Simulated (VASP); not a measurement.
# BN (Fmm2) in VASP: G0W0 quasiparticle levels with PBE

Aim: the G0W0 quasiparticle levels of BN with PBE.

All numbers are computed with VASP 6.6.1; they aren't measurements. Logs are shortened: lines on timing, memory, paths and dates and some standing lists are left out, and cuts for length are marked.

### Step 1. The crystal as given

The structure is orthorhombic, space group Fmm2 (No. 42). Conventional cell: a = 2.503 Å, b = 6.991 Å, c = 4.332 Å, α = 90.00°, β = 90.00°, γ = 90.00°. N (site symmetry mm2) has 3 B at 1.44 Å as nearest neighbours. Around B (site symmetry mm2) lie 3 N at 1.44 Å.

Measurements of this composition are mostly on another form, of space group No. 194.

### Step 2. G0W0 quasiparticle levels, PBE

The input, POSCAR:

```
BN
1.0
    0.0000000000      3.4953158300      2.1660912400
    1.2516321000      0.0000000000      2.1660912400
    1.2516321000      3.4953158300      0.0000000000
N B
1 1
Direct
    0.6666513400      0.6666513400      0.3333486600
    0.0000486500      0.0000486500      0.9999513500
```

The input, INCAR.step1:

```
SYSTEM = BN
PREC = Accurate
ENCUT = 450
EDIFF = 1E-8
ISMEAR = 0
SIGMA = 0.01
LREAL = .False.
LASPH = .True.
NELM = 100
ALGO = Normal
LWAVE = .True.
LCHARG = .False.
GGA = PE
```

The input, INCAR.step2:

```
SYSTEM = BN
PREC = Accurate
ENCUT = 450
EDIFF = 1E-8
ISMEAR = 0
SIGMA = 0.01
LREAL = .False.
LASPH = .True.
NELM = 1
ALGO = Exact
LWAVE = .True.
LCHARG = .False.
GGA = PE
NBANDS = 47
LOPTICS = .True.
ISTART = 1
```

The input, INCAR.step3:

```
SYSTEM = BN
PREC = Accurate
ENCUT = 450
EDIFF = 1E-8
ISMEAR = 0
SIGMA = 0.01
LREAL = .False.
LASPH = .True.
ALGO = EVGW0
LWAVE = .True.
LCHARG = .False.
GGA = PE
NELMGW = 1
NBANDS = 47
ENCUTGW = 100
NOMEGA = 64
PRECFOCK = Fast
ISTART = 1
NBANDSGW = 12
```

The input, INCAR.step4:

```
SYSTEM = BN
PREC = Accurate
ENCUT = 450
EDIFF = 1E-8
ISMEAR = 0
SIGMA = 0.01
LREAL = .False.
LASPH = .True.
ALGO = BSE
LWAVE = .False.
LCHARG = .False.
GGA = PE
NBANDS = 47
ENCUTGW = 100
NBANDSO = 4
NBANDSV = 6
ANTIRES = 0
OMEGAMAX = 20
PRECFOCK = Fast
ISTART = 1
NBSEEIG = 10
```

The input, KPOINTS:

```
Automatic mesh
0
Gamma
  7 7 7
  0 0 0
```

Potentials or basis: VASP PAW PBE potentials, release 64 (N_GW, B_GW).

Run with:

```sh
cat potpaw_PBE.64/N_GW/POTCAR potpaw_PBE.64/B_GW/POTCAR > POTCAR
cp INCAR.step1 INCAR
mpirun -np 1 vasp_std > vasp.out
cp INCAR.step2 INCAR
mpirun -np 1 vasp_std > vasp.out
cp INCAR.step3 INCAR
mpirun -np 1 vasp_std > vasp.out
cp INCAR.step4 INCAR
mpirun -np 1 vasp_std > vasp.out
```

OUTCAR:

```text
SYSTEM = BN
   PREC = Accurate
   ENCUT = 450
   EDIFF = 1E-8
   ISMEAR = 0
   LREAL = .False.
   LASPH = .True.
   GGA = PE
   ENCUTGW = 100
   PRECFOCK = Fast
   ISTART = 1

 ion  position               nearest neighbor table
   1  0.667  0.667  0.333-   2 1.44   2 1.44   2 1.44
   2  0.000  0.000  1.000-   1 1.44   1 1.44   1 1.44

  LATTYP: Found a face centered orthorhombic cell.
 ALAT       =     2.5032642000
 B/A-ratio  =     1.7306133647
 C/A-ratio  =     2.7926064137

  Lattice vectors:

 A1 = (   0.0000000000,   3.4953158300,   2.1660912400)
 A2 = (  -1.2516321000,   3.4953158300,   0.0000000000)
 A3 = (  -1.2516321000,   0.0000000000,   2.1660912400)

Analysis of symmetry for initial positions (statically):
=====================================================================
 Subroutine PRICEL returns:
 Original cell was already a primitive cell.

 Routine SETGRP: Setting up the symmetry group for a
 face centered orthorhombic supercell.

 Subroutine GETGRP returns: Found  4 space group operations
 (whereof  4 operations were pure point group operations)
 out of a pool of  8 trial point group operations.

The static configuration has the point symmetry C_2v.

Analysis of symmetry for dynamics (positions and initial velocities):
=====================================================================
 Subroutine PRICEL returns:
 Original cell was already a primitive cell.

 Routine SETGRP: Setting up the symmetry group for a
 face centered orthorhombic supercell.

 Subroutine GETGRP returns: Found  4 space group operations
 (whereof  4 operations were pure point group operations)
 out of a pool of  8 trial point group operations.

The dynamic configuration has the point symmetry C_2v.

 Subroutine INISYM returns: Found  4 space group operations
 (whereof  4 operations are pure point group operations),
 and found     1 'primitive' translations

----------------------------------------------------------------------------------------

                                     Primitive cell

  volume of cell :      18.9526

  direct lattice vectors                    reciprocal lattice vectors
     0.000000000  3.495315830  2.166091240    -0.399478409  0.143048590  0.230830535
     1.251632100  0.000000000  2.166091240     0.399478409 -0.143048590  0.230830535
     1.251632100  3.495315830  0.000000000     0.399478409  0.143048590 -0.230830535

  length of vectors
     4.112077822  2.501706252  3.712656147     0.483041027  0.483041027  0.483041027

  position of ions in fractional coordinates (direct lattice)
     0.666651340  0.666651340  0.333348660
     0.000048650  0.000048650  0.999951350

  ion indices of the primitive-cell ions
   primitive index   ion index
                 1           1
                 2           2

----------------------------------------------------------------------------------------

 KPOINTS: Automatic mesh

Automatic generation of k-mesh.
 Grid dimensions read from file:
 generate k-points for:    7    7    7

 Generating k-lattice:

  Cartesian coordinates                     Fractional coordinates (reciprocal lattice)
    -0.057068344  0.020435513  0.032975791     0.142857143  0.000000000  0.000000000
     0.057068344 -0.020435513  0.032975791     0.000000000  0.142857143  0.000000000
     0.057068344  0.020435513 -0.032975791     0.000000000  0.000000000  0.142857143

  Length of vectors
     0.069005861  0.069005861  0.069005861

  Shift w.r.t. Gamma in fractional coordinates (k-lattice)
     0.000000000  0.000000000  0.000000000

 Subroutine IBZKPT returns following result:
 ===========================================

 Found     64 irreducible k-points:

 Following reciprocal coordinates:
            Coordinates               Weight
  0.000000  0.000000  0.000000      1.000000
  0.142857 -0.000000  0.000000      8.000000
  0.285714  0.000000 -0.000000      8.000000
  0.428571 -0.000000 -0.000000      8.000000
  0.142857  0.142857  0.000000      2.000000
  0.285714  0.142857 -0.000000      8.000000
[... 16 lines left out ...]
  0.000000  0.142857  0.142857      2.000000
  0.285714  0.142857  0.142857      4.000000
 [... further k-points ...]
   k-points           NKPTS =     64   k-points in BZ     NKDIM =    343   number of bands    NBANDS=     47
   number of dos      NEDOS =    301   number of ions     NIONS =      2
   total plane-waves  NPLWV =  14112
   dimension x,y,z NGX =    28 NGY =   18 NGZ =   28
   dimension x,y,z NGXF=    56 NGYF=   36 NGZF=   56
   ions per type =               1   1
   NGX,Y,Z   is equivalent  to a cutoff of  11.32, 11.96, 12.54 a.u.
   NGXF,Y,Z  is equivalent  to a cutoff of  22.64, 23.92, 25.08 a.u.
 SYSTEM =  BN
   PREC   = accura    normal or accurate (medium, high low for compatibility)
   ISTART =      1    job   : 0-new  1-cont  2-samecut
   ICHARG =      0    charge: 1-file 2-atom 10-const
   ISPIN  =      1    spin polarized calculation?
   LNONCOLLINEAR =      F non collinear calculations
   LSORBIT =      F    spin-orbit coupling
   LASPH  =      T    aspherical Exc in radial PAW
   ENCUT  =  450.0 eV  33.07 Ry    5.75 a.u.   7.11  4.33  6.42*2*pi/ulx,y,z
   NELM   =     60;   NELMIN=  2; NELMDL=  0     # of ELM steps
   EDIFF  = 0.1E-07   stopping-criterion for ELM
   LREAL  =      F    real-space projection
   EDIFFG = 0.1E-06   stopping-criterion for IOM
   NSW    =      0    number of steps for IOM
   IBRION =     -1    ionic relax: 0-MD 1-quasi-New 2-CG
   NFREE  =      0    steps in history (QN), initial steepest desc. (CG)
   ISIF   =      0    stress and relaxation
   ISYM   =      3    0-nonsym 1-usesym 2-fastsym
   POTIM  = 0.5000    time-step for ionic-motion
   TEBEG  =    0.0;   TEEND  =   0.0 temperature during run
   PSTRESS=    0.0 pullay stress
   NELECT =       8.0000    total number of electrons
   NUPDOWN=      -1.0000    fix difference up-down
   EMIN   =  10.00;   EMAX   =-10.00  energy-range for DOS
   EFERMI =   0.00;   METHOD = LEGACY
   ISMEAR =     0;   SIGMA  =   0.01  broadening in eV -4-tet -1-fermi 0-gaus
   EFERMI_NEDOS =   21; number of points for ismear=-14 and -15
   IALGO  =     38    algorithm
   IMIX   =      4    mixing-type and parameters
     AMIX     =   0.40;   BMIX     =  1.00
     AMIX_MAG =   1.60;   BMIX_MAG =  1.00
  volume/ion in A,a.u.               =       9.48        63.95
  Fermi-wavevector in a.u.,A,eV,Ry     =   1.228047  2.320672 20.518928  1.508099
  Thomas-Fermi vector in A             =   2.362987
   LORBIT       =      0    0 simple, 1 ext, 2 COOP (PROOUT), +10 PAW based schemes
   GGA     = PE    functional components
   LHFCALC =     T    Hartree Fock is set to
   PRECFOCK=fast      Normal, Fast or Accurate (Low or Medium for compatibility)
   ENCUT4O =  -1.0   cutoff for four orbital integrals eV
   NKREDX  =     1    reduce k-point grid by
   NKREDY  =     1    reduce k-point grid by
   NKREDZ  =     1    reduce k-point grid by
   AEXX    =    1.0000 exact exchange contribution
   HFSCREEN=    0.0000 screening length (either q_TF or 0.3 A-1)
   HFSCREENC=   0.0000 screening length for correlation (either q_TF or 0.3 A-1)
   ENCUTFOCK=  -1.0 apply spherical cutoff to Coloumb kernel
   IVDW    =     0    specifies the selected vdW correction
   LEPSILON=     F    determine dielectric tensor
   LRPA    =     F    only Hartree local field effects (RPA)
   LRPAFORCE           =     F    calculate RPA forces
   ENCUTGW             = 100.0    cutoff for response function in eV
   ENCUTGWSOFT         =  80.0    soft cutoff for Coulomb kernel in GW response function in eV
   ENCUTLF             =  -1.0    cutoff for local field effects
   NELMGW              =     1    number of iterations in solving QP/BSE equation
   NELMHF              =     1    number of iterations in the inner HF iteration
   NKREDLFX            =     1    NKREDLFY  =   1   NKREDLFZ  =   1
 non-spin polarized calculation
 Gauss-broadening in eV      SIGMA  =   0.01
  energy-cutoff  :      450.00
  volume of cell :       18.95
 maximum number of plane-waves:       431
  NGX = 20; NGY = 12; NGZ = 18
   NGX = 15   NGY =  9   NGZ = 13
 maximum number of plane-waves:        50
 NGX is ok and might be reduce to    14

 BSE (scaLAPACK) attempting allocation of   0.130 Gbyte  rank=   2853

=======================================================================
```

OUTCAR.step1:

```text
SYSTEM = BN
   PREC = Accurate
   ENCUT = 450
   EDIFF = 1E-8
   ISMEAR = 0
   LREAL = .False.
   LASPH = .True.
[... 487 lines left out ...]
      1.25163      3.49532      2.88806         0.000000      0.000000     -0.009701
      1.25163      3.49532      0.00021         0.000000      0.000000      0.009701
 -----------------------------------------------------------------------------------
    total drift:                                0.000002     -0.000001      0.000061

  FREE ENERGIE OF THE ION-ELECTRON SYSTEM (eV)
  ---------------------------------------------------
  free  energy   TOTEN  =       -17.5905229356 eV

  energy  without entropy=      -17.5905229356  energy(sigma->0) =      -17.59052294
```

OUTCAR.step2:

```text
SYSTEM = BN
   PREC = Accurate
   ENCUT = 450
   EDIFF = 1E-8
[... 1016 lines left out ...]
  --------------------------------------------------------------------------------------------------------------
     0.00000     4.65334     2.79589     4.68763     0.00000     0.00000     0.00000
     1.37522     4.79591     2.82361     4.83505     0.00000     0.00000     0.00000
     2.75044     5.35218     2.91873     5.41455     0.00000     0.00000     0.00000
     4.12566     7.20950     3.14607     7.40895     0.00000     0.00000     0.00000
     5.50088     3.00301     2.95946    -2.07423     0.00000     0.00000     0.00000
     6.87610     0.43278     3.28605    -0.53883     0.00000     0.00000     0.00000
[... 92 lines left out ...]
   134.77162     0.96789     0.96744     0.96789     0.00000     0.00000     0.00000
   136.14684     0.96859     0.96817     0.96859     0.00000     0.00000     0.00000
```

It took 18 min on 1 thread of Intel Xeon Platinum 8559C (Emerald Rapids), shared host; peak memory 0.65 GiB.

Results:

```
Band gap on the k mesh, mean-field level : 4.18 eV, indirect (least direct gap 5.05 eV)
Quasiparticle gap                        : 5.65 eV
Least direct quasiparticle gap           : 6.72 eV
```

Dielectric function (mean over the directions given):
```csv
energy (eV),real part,imaginary part
0.32,3.77,0.00
0.80,3.80,0.01
1.28,3.86,0.02
1.76,3.95,0.02
2.32,4.11,0.04
2.80,4.32,0.05
3.28,4.63,0.08
3.76,5.11,0.13
4.32,6.11,0.26
4.80,8.10,0.69
5.29,15.80,5.03
5.85,-4.95,3.79
6.33,-2.06,3.02
6.81,-0.08,1.13
7.29,1.17,2.42
7.85,1.11,0.87
8.33,1.57,0.81
8.81,2.41,0.40
9.37,3.22,1.12
9.85,3.48,4.19
10.33,0.79,1.72
10.81,1.75,0.89
11.37,1.69,1.64
11.85,2.39,0.60
12.33,3.27,0.92
12.89,3.62,1.30
13.37,6.49,1.68
13.85,3.03,15.68
14.33,-6.78,5.88
14.89,-1.59,3.08
15.38,-0.74,2.64
15.86,-1.12,2.28
16.42,-0.81,1.98
16.90,-0.47,2.25
17.38,-1.26,1.13
17.86,-0.85,1.16
18.42,-1.00,0.91
18.90,-1.07,0.89
19.38,-1.08,0.31
19.94,-0.67,0.07
```

Lowest excitation energies (eV) and strengths:
| energy | strength |
| --- | --- |
| 5.526 | 95.2 |
| 5.534 | 90.1 |
| 6.012 | 5.74 |
| 6.043 | 0.006 |
| 6.142 | 12.3 |
| 6.179 | 0.125 |
| 6.215 | 0.0328 |
| 6.240 | 2.75 |
| 6.308 | 3.78 |
| 6.321 | 2.7 |

Caveat: the k mesh is coarse (spacing up to 0.43 Å⁻¹), so the values aren't converged; bands, screening cutoff and mesh are small and nothing is extrapolated, so the quasiparticle values aren't converged; spectra need much finer meshes, so this one isn't converged; an odd mesh through Γ misses points on the zone boundary, where band edges often lie.
